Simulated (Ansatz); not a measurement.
Crystal: Bi2Te3 (Tellurobismuthite).

```
CELL_PARAMETERS angstrom
2.19300 1.26613 10.16567
-2.19300 1.26613 10.16567
0.00000 -2.53226 10.16567
ATOMIC_POSITIONS crystal
Bi 0.60000 0.60000 0.60000
Bi 0.40000 0.40000 0.40000
Te 0.79050 0.79050 0.79050
Te 0.20950 0.20950 0.20950
Te 0.00000 0.00000 0.00000
```

Program: Ansatz 0.2.0. Alike in all runs: task band structure; potentials or basis Ansatz PAW; no spin polarisation; cell as given; k mesh 7 × 7 × 7; cutoff (eV) 420; smearing fermi-dirac 0.05 eV.

Q: Order these runs on this cell by their pressure, lowest first.
A. level PBEsol
B. level PBE
C. level BLYP

A: A (-0.6 GPa), B (1.9 GPa), C (5.4 GPa).

Caveats: the PAW data sets come from PBE, with cores solved anew for the run's functional, which leaves a small shift of forces and pressure (some runs).
